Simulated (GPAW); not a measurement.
Al: single point with PW91

Crystal: Al.

```
CELL_PARAMETERS angstrom
4.49160 0.00000 0.00000
-2.24580 3.88984 0.00000
0.00000 0.00000 2.72260
ATOMIC_POSITIONS crystal
Al 0.33333 0.66667 0.00000
Al 0.66666 0.33334 0.00000
```

The cell was built by a generator and needn't be a form met in nature.

```
Program             : GPAW 26.7.0
Task                : single point
Functional          : PW91
Potentials or basis : PAW data sets generated in the run's folder for this functional
Cutoff              : 600 eV
Basis               : pw
k mesh              : 7 × 7 × 10
Occupations         : fermi-dirac, width 0.05 eV
Spin                : no spin polarisation
Maxiter             : 150
```

The pressure is 1.8 GPa and the band gap on the k mesh is none (metal or under the smearing width).

Stress tensor (GPa, compression positive):
```
2.00 0.00 0.00
0.00 2.00 0.00
0.00 0.00 1.26
```

Levels at points of the mesh, in eV from the Fermi level:
| k point | band 1 | band 2 | band 3 | band 4 | band 5 | band 6 |
| --- | --- | --- | --- | --- | --- | --- |
| (0.00, 0.00, 0.00) | -8.94 | -0.86 | -0.86 | -0.42 | 2.25 | 2.25 |
| (0.00, 0.00, 0.50) | -4.49 | -3.62 | 2.44 | 2.44 | 2.81 | 5.46 |

Run time: 26 s on 1 thread of Arm Neoverse V1 (shared host), peak memory 0.18 GiB.
